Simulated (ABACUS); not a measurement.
Runs of ABACUS 3.10.1 on MgSe. Symmetry: Fm-3m, No. 225, cubic system. The conventional cell has a = 5.451 Å, b = 5.451 Å, c = 5.451 Å, α = 90.00°, β = 90.00°, γ = 90.00°. Around Se (site symmetry m-3m) lie 6 Mg at 2.73 Å. Around Mg (site symmetry m-3m) lie 6 Se at 2.73 Å. 

```tsv
task	level	potentials or basis	cell	k mesh	gap on the mesh (eV)	pressure (GPa)	V0 of scaled cells (Å³/atom)	B0 (GPa)
equation of state	SCAN	SG15 ONCV 1.2 PBE, plane waves	as given	6 × 6 × 6	-	-	(c)	67
equation of state	LDA	SG15 ONCV 1.2 PBE, plane waves	as given	6 × 6 × 6	-	-	(b)	68
equation of state	PBE	SG15 ONCV 1.2 PBE, plane waves	as given	6 × 6 × 6	-	-	20.89	61
equation of state	WC	SG15 ONCV 1.2 PBE, plane waves	as given	6 × 6 × 6	-	-	20.63	64
equation of state	PW91	SG15 ONCV 1.2 PBE, plane waves	as given	6 × 6 × 6	-	-	20.95	61
single point	PBEsol	PseudoDojo NC SR 0.4.1 PBEsol standard, plane waves	atoms moved at random, drawn with an rms of 0.05 Å	8 × 8 × 8	1.77	0.1	-	-
equation of state	PBEsol	SG15 ONCV 1.2 PBE, plane waves	as given	6 × 6 × 6	-	-	20.51	64
equation of state	TPSS	SG15 ONCV 1.2 PBE, plane waves	as given	6 × 6 × 6	-	-	20.89	65
equation of state	PBEsol	PseudoDojo NC SR 0.4.1 PBEsol standard, plane waves	as given	8 × 8 × 8	-	-	(a)	65
single point	PBEsol	PseudoDojo NC SR 0.4.1 PBEsol standard, plane waves	as given	8 × 8 × 8	1.77	0.0	-	-
```

Alike in all rows: no spin polarisation; cutoff (eV) 1184; smearing fermi-dirac 0.05 eV.

Problem. Estimate the missing entries.

Solution. (a) 20.25; (b) 19.93; (c) 20.58.

Caveats: the potentials were made for another functional, which shifts forces and pressure (some runs).

A k mesh can miss the band edges, and the runs leave out spin-orbit coupling on Se.
